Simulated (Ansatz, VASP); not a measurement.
Two plane-wave programs on BAs

File INCAR:

```
SYSTEM = BAs
PREC = Accurate
ENCUT = 600
EDIFF = 1E-7
ISMEAR = 0
SIGMA = 0.02
LREAL = .FALSE.
LASPH = .TRUE.
NELM = 100
ALGO = Normal
ISIF = 3
LWAVE = .FALSE.
LCHARG = .FALSE.
GGA = PE
IBRION = 2
NSW = 100
EDIFFG = -0.01
```

KPOINTS

```
regular mesh
0
G
  6 6 8
  0 0 0
```

POSCAR

```
BAs
1.0
    5.8856194761      0.0000000000      0.0000000000
    0.0000000000      5.8856194761      0.0000000000
    0.0000000000      0.0000000000      3.3901885292
B As
4 4
Direct
    0.6772658185      0.6772658185      0.0000000000
    0.1772658185      0.8227341815      0.5000000000
    0.8227341815      0.1772658185      0.5000000000
    0.3227341815      0.3227341815      0.0000000000
    0.8185182038      0.8185182038      0.5000000000
    0.1814817962      0.1814817962      0.5000000000
    0.6814817962      0.3185182038      0.0000000000
    0.3185182038      0.6814817962      0.0000000000
```

Input for Ansatz:

```yaml
crystal:
  lattice:
    - [5.8856194761, 0.0, 0.0]
    - [0.0, 5.8856194761, 0.0]
    - [0.0, 0.0, 3.3901885292]
  atoms:
    - { symbol: B, position: [0.6772658185, 0.6772658185, 0.0] }
    - { symbol: B, position: [0.1772658185, 0.8227341815, 0.5] }
    - { symbol: B, position: [0.8227341815, 0.1772658185, 0.5] }
    - { symbol: B, position: [0.3227341815, 0.3227341815, 0.0] }
    - { symbol: As, position: [0.8185182038, 0.8185182038, 0.5] }
    - { symbol: As, position: [0.1814817962, 0.1814817962, 0.5] }
    - { symbol: As, position: [0.6814817962, 0.3185182038, 0.0] }
    - { symbol: As, position: [0.3185182038, 0.6814817962, 0.0] }
basis:
  ecutwfc: 420
kpoints:
  mp_grid: { grid: [6, 6, 8] }
hamiltonian:
  xc: pbe
scf:
  occupations: { method: gaussian, width: 0.02 }
output:
  forces: true
  stress: true
  eigenvalues: true
  write_density: true
  write_potential: true
  elf: true
  volumetric_format: npy
relax:
  adjacent_minimum: "off"
  f_tol: 0.01
  max_steps: 80
  cell: { stress_tol: 0.05 }
```

Alike in both runs: task relaxation of cell and atoms; functional PBE; k mesh 6 × 6 × 8; occupations gaussian, width 0.02 eV; no spin polarisation.

|  | VASP | Ansatz |
| --- | --- | --- |
| version | VASP 6.6.1 | Ansatz 0.2.0 |
| potentials or method | VASP PAW PBE potentials, release 64 (B, As) | scalar-relativistic, plane waves, PAW |
| plane-wave cutoff (eV) | 600 | 420 |
| valence electrons in the cell | 32 | 72 |

```csv
,VASP,Ansatz,Ansatz less VASP
"gap on the k mesh at the Fermi level, each at its own relaxed structure (eV)",0.85,0.85,-0.001
relaxed volume (Å³/atom),14.76,14.69,-0.069
relaxed cell length with the largest relative difference (Å),3.395,3.390,-0.0055
```

The two sets of potentials don't hold the same shells in valence.

A k mesh can miss the band edges.
